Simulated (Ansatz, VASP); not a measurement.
## One calculation of Zr, two programs

```
Zr
1.0
     0.00000    2.26300    2.26300
     2.26300    0.00000    2.26300
     2.26300    2.26300    0.00000
Zr
1
Direct
  0.00000 0.00000 0.00000
```

Alike in both runs: functional r2SCAN; k mesh 8 × 8 × 8; occupations gaussian, width 0.1 eV; no spin polarisation.

Ansatz relaxed the structure, and its values are those at the end. VASP's run is a single point on that final structure, the one shown.

|  | VASP | Ansatz |
| --- | --- | --- |
| version | VASP 6.6.1 | Ansatz 0.2.0 |
| potentials or method | VASP PAW PBE potentials, release 64 (Zr_sv) | scalar-relativistic, plane waves, PAW |
| plane-wave cutoff (eV) | 520 | 500 |
| valence electrons in the cell | 12 | 12 |

|  | VASP | Ansatz | Ansatz less VASP |
| --- | --- | --- | --- |
| gap on the k mesh at the Fermi level (eV) | none | none | - |
| pressure (GPa) | 0.1 | 0.1 | -0.04 |

A gap of «none» marks a metal or a gap that the smearing closes.

Caveats: the PAW data sets were made with another functional, which shifts forces and pressure a little (VASP).
